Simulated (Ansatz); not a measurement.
The system is Al2O3 (Corundum).

```
Al O
1.0
     2.38025    1.37424    4.33187
    -2.38025    1.37424    4.33187
     0.00000   -2.74848    4.33187
Al O
4 6
Direct
  0.85216 0.85216 0.85216
  0.64784 0.64784 0.64784
  0.14784 0.14784 0.14784
  0.35216 0.35216 0.35216
  0.05668 0.75000 0.44332
  0.75000 0.44332 0.05668
  0.44332 0.05668 0.75000
  0.94332 0.25000 0.55668
  0.25000 0.55668 0.94332
  0.55668 0.94332 0.25000
```

Base run:

```yaml
Program: Ansatz 0.2.0
Functional: LDA
Potentials_or_basis: Ansatz PAW
Cutoff: 420 eV
Density_cutoff: 1680 eV
k_mesh: 7 × 7 × 7
Occupations: fermi-dirac, width 0.05 eV
Spin: no spin polarisation
```

Its results: band gap on the k mesh 6.16 eV, direct; pressure -5.3 GPa; largest force 0.112 eV/Å.

Q: The run is repeated on the same cell with these changes: functional from LDA to exchange-only PBE. What comes out?

A: Band gap on the k mesh 6.54 eV, direct; pressure 25.7 GPa; largest force 0.116 eV/Å.

Caveats: the PAW data sets come from PBE, with cores solved anew for the run's functional, which leaves a small shift of forces and pressure; the potentials were made for another functional, which shifts forces and pressure (some runs); so large a pressure means that the cell lies far from this level's equilibrium, or that cutoff or potentials fall short (some runs).

Not every run made on this cell is shown here.
